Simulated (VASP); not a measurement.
# MgO (P-6m2) in VASP: G0W0 low-scaling quasiparticle levels with PBE

Aim: the G0W0 low-scaling quasiparticle levels of MgO with PBE.

Program: VASP 6.6.1. These are calculated values, not measurements. Logs are shortened: lines on timing, memory, paths and dates and some standing lists are left out, and cuts for length are marked.

## (1) The structure

It takes space group P-6m2 (No. 187, hexagonal). Conventional cell: a = 2.938 Å, b = 2.938 Å, c = 2.680 Å, α = 90.00°, β = 90.00°, γ = 120.00°. Mg (site symmetry -6m2) is surrounded by 6 O at 2.16 Å. O (site symmetry -6m2) is surrounded by 6 Mg at 2.16 Å.

Measurements of this composition are mostly on another form, of space group No. 225.

## (2) G0W0 low-scaling quasiparticle levels, PBE

Contents of POSCAR:

```
MgO
1.0
    2.9380209034      0.0000000000      0.0000000000
   -1.4690104517      2.5444007392      0.0000000000
    0.0000000000      0.0000000000      2.6796800000
Mg O
1 1
Direct
    0.0000000000      0.0000000000      0.0000000000
    0.3333333333      0.6666666667      0.5000000000
```

Contents of INCAR.step1:

```
SYSTEM = MgO
PREC = Accurate ; ENCUT = 500
EDIFF = 1E-8 ; ISMEAR = 0
SIGMA = 0.01 ; LREAL = .FALSE.
LASPH = .TRUE. ; NELM = 80
ALGO = Normal ; LWAVE = .TRUE.
LCHARG = .FALSE. ; GGA = PE
```

Contents of INCAR.step2:

```
SYSTEM = MgO
PREC = Accurate ; ENCUT = 500
EDIFF = 1E-8 ; ISMEAR = 0
SIGMA = 0.01 ; LREAL = .FALSE.
LASPH = .TRUE. ; NELM = 1
ALGO = Exact ; LWAVE = .TRUE.
LCHARG = .FALSE. ; GGA = PE
NBANDS = 132 ; LOPTICS = .TRUE.
ISTART = 1
```

Contents of INCAR.step3:

```
SYSTEM = MgO
PREC = Accurate ; ENCUT = 500
EDIFF = 1E-8 ; ISMEAR = 0
SIGMA = 0.01 ; LREAL = .FALSE.
LASPH = .TRUE. ; ALGO = EVGW0R
LWAVE = .FALSE. ; LCHARG = .FALSE.
GGA = PE ; NELMGW = 1
NBANDS = 132 ; ENCUTGW = 200
NOMEGA = 16 ; PRECFOCK = Fast
ISTART = 1 ; NBANDSGW = 12
```

Contents of KPOINTS:

```
regular mesh
0
G
  4 4 4
  0 0 0
```

Potentials or basis: VASP PAW PBE potentials, release 64 (Mg_GW, O_GW).

Launch:

```console
> cat potpaw_PBE.64/Mg_GW/POTCAR potpaw_PBE.64/O_GW/POTCAR > POTCAR
> cp INCAR.step1 INCAR
> mpirun -np 1 vasp_std > vasp.out
> cp INCAR.step2 INCAR
> mpirun -np 1 vasp_std > vasp.out
> cp INCAR.step3 INCAR
> mpirun -np 1 vasp_std > vasp.out
```

OUTCAR:

```text
SYSTEM = MgO
   PREC = Accurate
   ENCUT = 500
   EDIFF = 1E-8
   ISMEAR = 0
   LREAL = .FALSE.
   LASPH = .TRUE.
   GGA = PE
   NELMGW = 1
   ENCUTGW = 200
   PRECFOCK = Fast
   ISTART = 1

 ion  position               nearest neighbor table
   1  0.000  0.000  0.000-   2 2.16   2 2.16   2 2.16   2 2.16   2 2.16   2 2.16
   2  0.333  0.667  0.500-   1 2.16   1 2.16   1 2.16   1 2.16   1 2.16   1 2.16

  LATTYP: Found a hexagonal cell.
 ALAT       =     2.9380209034
 C/A-ratio  =     0.9120697531

  Lattice vectors:

 A1 = (   2.9380209034,   0.0000000000,   0.0000000000)
 A2 = (  -1.4690104517,   2.5444007392,   0.0000000000)
 A3 = (   0.0000000000,   0.0000000000,   2.6796800000)

Analysis of symmetry for initial positions (statically):
=====================================================================
 Subroutine PRICEL returns:
 Original cell was already a primitive cell.

 Routine SETGRP: Setting up the symmetry group for a
 hexagonal supercell.

 Subroutine GETGRP returns: Found 12 space group operations
 (whereof 12 operations were pure point group operations)
 out of a pool of 24 trial point group operations.

The static configuration has the point symmetry D_3h.

Analysis of symmetry for dynamics (positions and initial velocities):
=====================================================================
 Subroutine PRICEL returns:
 Original cell was already a primitive cell.

 Routine SETGRP: Setting up the symmetry group for a
 hexagonal supercell.

 Subroutine GETGRP returns: Found 12 space group operations
 (whereof 12 operations were pure point group operations)
 out of a pool of 24 trial point group operations.

The dynamic configuration has the point symmetry D_3h.

 Subroutine INISYM returns: Found 12 space group operations
 (whereof 12 operations are pure point group operations),
 and found     1 'primitive' translations

----------------------------------------------------------------------------------------

                                     Primitive cell

  volume of cell :      20.0320

  direct lattice vectors                    reciprocal lattice vectors
     2.938020903  0.000000000  0.000000000     0.340365175  0.196509926  0.000000000
    -1.469010452  2.544400739  0.000000000     0.000000000  0.393019851  0.000000000
     0.000000000  0.000000000  2.679680000     0.000000000  0.000000000  0.373178887

  length of vectors
     2.938020903  2.938020903  2.679680000     0.393019851  0.393019851  0.373178887

  position of ions in fractional coordinates (direct lattice)
     0.000000000  0.000000000  0.000000000
     0.333333333  0.666666667  0.500000000

  ion indices of the primitive-cell ions
   primitive index   ion index
                 1           1
                 2           2

----------------------------------------------------------------------------------------

 KPOINTS: regular mesh

Automatic generation of k-mesh.
 Grid dimensions read from file:
 generate k-points for:    4    4    4

 Generating k-lattice:

  Cartesian coordinates                     Fractional coordinates (reciprocal lattice)
     0.085091294  0.049127481  0.000000000     0.250000000  0.000000000  0.000000000
     0.000000000  0.098254963  0.000000000     0.000000000  0.250000000  0.000000000
     0.000000000  0.000000000  0.093294722     0.000000000  0.000000000  0.250000000

  Length of vectors
     0.098254963  0.098254963  0.093294722

  Shift w.r.t. Gamma in fractional coordinates (k-lattice)
     0.000000000  0.000000000  0.000000000

 Subroutine IBZKPT returns following result:
 ===========================================

 Found     12 irreducible k-points:

 Following reciprocal coordinates:
            Coordinates               Weight
  0.000000  0.000000  0.000000      1.000000
  0.250000  0.000000  0.000000      6.000000
  0.500000  0.000000  0.000000      3.000000
  0.250000  0.250000  0.000000      6.000000
  0.000000  0.000000  0.250000      2.000000
  0.250000  0.000000  0.250000     12.000000
  0.500000  0.000000  0.250000      6.000000
  0.250000  0.250000  0.250000     12.000000
  0.000000  0.000000  0.500000      1.000000
  0.250000  0.000000  0.500000      6.000000
  0.500000  0.000000  0.500000      3.000000
  0.250000  0.250000  0.500000      6.000000
   k-points           NKPTS =     12   k-points in BZ     NKDIM =     64   number of bands    NBANDS=    132
   number of dos      NEDOS =    301   number of ions     NIONS =      2
   total plane-waves  NPLWV =  11520
   dimension x,y,z NGX =    24 NGY =   24 NGZ =   20
   dimension x,y,z NGXF=    48 NGYF=   48 NGZF=   40
   ions per type =               1   1
   NGX,Y,Z   is equivalent  to a cutoff of  13.58, 13.58, 12.41 a.u.
   NGXF,Y,Z  is equivalent  to a cutoff of  27.16, 27.16, 24.82 a.u.
 SYSTEM =  MgO
   PREC   = accura    normal or accurate (medium, high low for compatibility)
   ISTART =      1    job   : 0-new  1-cont  2-samecut
   ICHARG =      0    charge: 1-file 2-atom 10-const
   ISPIN  =      1    spin polarized calculation?
   LNONCOLLINEAR =      F non collinear calculations
   LSORBIT =      F    spin-orbit coupling
   LASPH  =      T    aspherical Exc in radial PAW
   ENCUT  =  500.0 eV  36.75 Ry    6.06 a.u.   5.36  5.36  4.89*2*pi/ulx,y,z
   NELM   =     60;   NELMIN=  2; NELMDL=  0     # of ELM steps
   EDIFF  = 0.1E-07   stopping-criterion for ELM
   LREAL  =      F    real-space projection
   EDIFFG = 0.1E-06   stopping-criterion for IOM
   NSW    =      0    number of steps for IOM
   IBRION =     -1    ionic relax: 0-MD 1-quasi-New 2-CG
   NFREE  =      0    steps in history (QN), initial steepest desc. (CG)
   ISIF   =      0    stress and relaxation
   ISYM   =      3    0-nonsym 1-usesym 2-fastsym
   POTIM  = 0.5000    time-step for ionic-motion
   TEBEG  =    0.0;   TEEND  =   0.0 temperature during run
   PSTRESS=    0.0 pullay stress
   NELECT =       8.0000    total number of electrons
   NUPDOWN=      -1.0000    fix difference up-down
   EMIN   =  10.00;   EMAX   =-10.00  energy-range for DOS
   EFERMI =   0.00;   METHOD = LEGACY
   ISMEAR =     0;   SIGMA  =   0.01  broadening in eV -4-tet -1-fermi 0-gaus
   EFERMI_NEDOS =   21; number of points for ismear=-14 and -15
   IALGO  =     38    algorithm
   IMIX   =      4    mixing-type and parameters
     AMIX     =   0.40;   BMIX     =  1.00
     AMIX_MAG =   1.60;   BMIX_MAG =  1.00
  volume/ion in A,a.u.               =      10.02        67.59
  Fermi-wavevector in a.u.,A,eV,Ry     =   1.205583  2.278221 19.775115  1.453430
  Thomas-Fermi vector in A             =   2.341275
   LORBIT       =      0    0 simple, 1 ext, 2 COOP (PROOUT), +10 PAW based schemes
   GGA     = PE    functional components
   LHFCALC =     T    Hartree Fock is set to
   PRECFOCK=fast      Normal, Fast or Accurate (Low or Medium for compatibility)
   ENCUT4O =  -1.0   cutoff for four orbital integrals eV
   NKREDX  =     1    reduce k-point grid by
   NKREDY  =     1    reduce k-point grid by
   NKREDZ  =     1    reduce k-point grid by
   AEXX    =    1.0000 exact exchange contribution
   HFSCREEN=    0.0000 screening length (either q_TF or 0.3 A-1)
   HFSCREENC=   0.0000 screening length for correlation (either q_TF or 0.3 A-1)
   ENCUTFOCK=  -1.0 apply spherical cutoff to Coloumb kernel
   IVDW    =     0    specifies the selected vdW correction
   LEPSILON=     F    determine dielectric tensor
   LRPA    =     F    only Hartree local field effects (RPA)
   LRPAFORCE           =     F    calculate RPA forces
   ENCUTGW             = 200.0    cutoff for response function in eV
   ENCUTGWSOFT         = 160.0    soft cutoff for Coulomb kernel in GW response function in eV
   ENCUTLF             =  -1.0    cutoff for local field effects
   NELMGW              =     1    number of iterations in solving QP/BSE equation
   NELMHF              =     1    number of iterations in the inner HF iteration
   NKREDLFX            =     1    NKREDLFY  =   1   NKREDLFZ  =   1
 non-spin polarized calculation
 Gauss-broadening in eV      SIGMA  =   0.01
  energy-cutoff  :      500.00
  volume of cell :       20.03
 maximum number of plane-waves:       526
 NGX is ok and might be reduce to    24
  NGX = 14; NGY = 14; NGZ = 12
   NGX = 11   NGY = 11   NGZ =  9
 maximum number of plane-waves:       138
 NGX is ok and might be reduce to    14
 maximum number of plane-waves:     32487
 maximum number of plane-waves:      8299
 NGX is ok and might be reduce to    54

      cutoff energy     smooth cutoff   RPA   correlation   Hartree contr. to MP2
---------------------------------------------------------------------------------
            200.000           160.000      -10.1901211726      -16.7772364552
            190.476           152.381      -10.0865755759      -16.6277121658
            181.406           145.125       -9.9717830508      -16.4598255229
            172.768           138.214       -9.8500843840      -16.2796354166
            164.541           131.632       -9.7194745208      -16.0841502176
            156.705           125.364       -9.5768094805      -15.8682015923
            149.243           119.394       -9.4269999785      -15.6382760296
            142.136           113.709       -9.2711422406      -15.3963009090
  linear regression
  converged value                          -11.5681939628      -18.8559972849

 QP shifts evaluated in KS or natural orbital/ Bruckner basis
 k-point   1 :       0.0000    0.0000    0.0000
 band No.  KS-energies   sigma(KS)    QP-e(linear)    Z         QP-e(zeros)     Z        occupation    Imag(E_QP)    QP_DIFF TAG

      1     -14.1154     -16.7507     -15.9674       0.7028     -15.9473       0.6881       2.0000      -1.8023       0.0000   2
      2       2.7220       1.0873       1.4891       0.7542       1.5106       0.7275       2.0000      -0.0211       0.0000   2
      3       2.7220       1.0861       1.4882       0.7542       1.5097       0.7274       2.0000      -0.0211       0.0000   2
      4       2.9242       1.2716       1.6762       0.7552       1.6985       0.7276       2.0000      -0.0190      -0.0000   2
      5       6.3086       7.4066       7.2079       0.8190       7.2006       0.8057       0.0000      -0.0101       0.0000   2
      6      15.1813      16.3426      16.1217       0.8098      16.1134       0.7957       0.0000      -0.0455       0.0000   2
      7      18.8392      20.0991      19.8682       0.8167      19.8612       0.8057       0.0000      -0.2357       0.0000   2
      8      18.8392      20.0991      19.8682       0.8167      19.8612       0.8057       0.0000      -0.2357       0.0000   2
      9      23.1262      24.0558      23.8833       0.8144      23.8810       0.8096       0.0000      -0.5938       0.0000   2
     10      24.0881      25.6620      25.3113       0.7772      25.3021       0.7657       0.0000      -0.6954       0.0000   2
     11      25.7489      27.4141      27.0373       0.7738      27.0256       0.7599       0.0000      -0.7057       0.0000   2
     12      25.7489      27.4136      27.0369       0.7738      27.0252       0.7599       0.0000      -0.7057      -0.0000   2

 k-point   2 :       0.2500    0.0000    0.0000
 band No.  KS-energies   sigma(KS)    QP-e(linear)    Z         QP-e(zeros)     Z        occupation    Imag(E_QP)    QP_DIFF TAG
[... 161 lines left out ...]
      1     -12.3258     -14.7717     -14.0350       0.6988     -14.0186       0.6860       2.0000      -1.4810       0.0000   2
      2      -0.4244      -2.4929      -1.9436       0.7344      -1.9084       0.7002       2.0000      -0.1204      -0.0000   2
      3       0.5132      -1.5182      -0.9972       0.7435      -0.9625       0.7087       2.0000      -0.0692      -0.0000   2
      4       1.7160      -0.1230       0.3363       0.7502       0.3643       0.7192       2.0000      -0.0379       0.0000   2
      5       9.6747      10.6068      10.4382       0.8192      10.4327       0.8073       0.0000      -0.0338      -0.0000   2
      6      14.9270      16.3409      16.0922       0.8241      16.0815       0.8088       0.0000      -0.1085      -0.0000   2
      7      16.1724      18.0437      17.6421       0.7854      17.6211       0.7628       0.0000      -0.1481      -0.0000   2
      8      17.5208      18.9150      18.6322       0.7972      18.6219       0.7824       0.0000      -0.1822       0.0000   2
      9      19.8546      21.8533      21.3783       0.7624      21.3567       0.7409       0.0000      -0.3834       0.0000   2
     10      24.5213      26.0378      25.7161       0.7879      25.7073       0.7764       0.0000      -0.6024      -0.0000   2
     11      27.7690      29.3103      29.0174       0.8100      29.0084       0.7984       0.0000      -0.6479      -0.0000   2
     12      29.7880      31.1409      30.8733       0.8022      30.8672       0.7933       0.0000      -0.8126      -0.0000   2

  HF+RPA corr. energy TOTEN  =       -30.83225867 eV

  HF+E_corr(extrapolated)    =       -32.21033146 eV
```

Run time: 23 min. Hardware: 1 thread of Intel Xeon Platinum 8375C at 2.90GHz (Ice Lake), shared host; peak memory 3.4 GiB.

Results:

* Band gap on the k mesh, mean-field level: 3.03 eV, indirect (least direct gap 3.38 eV)
* Quasiparticle gap: 5.09 eV
* Least direct quasiparticle gap: 5.50 eV
* RPA correlation energy: -5.784 eV/atom
* RPA correlation energy per cell: -11.568 eV

Levels at points of the mesh, in eV from the valence-band top:
```
           k point  band 1  band 2  band 3  band 4  band 5  band 6  band 7  band 8
(0.00, 0.00, 0.00)  -17.39   -0.56   -0.56   -0.35    3.03   11.90   15.56   15.56
(0.50, 0.00, 0.00)  -16.36   -4.84   -1.27    0.00    6.63   10.56   13.12   17.76
(0.00, 0.00, 0.50)  -16.32   -5.31   -0.05   -0.05    8.30    9.04   17.58   17.58
(0.50, 0.00, 0.50)  -15.60   -3.67   -3.31   -0.78    5.85   11.43   13.97   14.88
```

Caveat: the k mesh is coarse (spacing up to 0.62 Å⁻¹), so the values aren't converged; bands, screening cutoff and mesh are small and nothing is extrapolated, so the quasiparticle values aren't converged. A k mesh can miss the band edges.
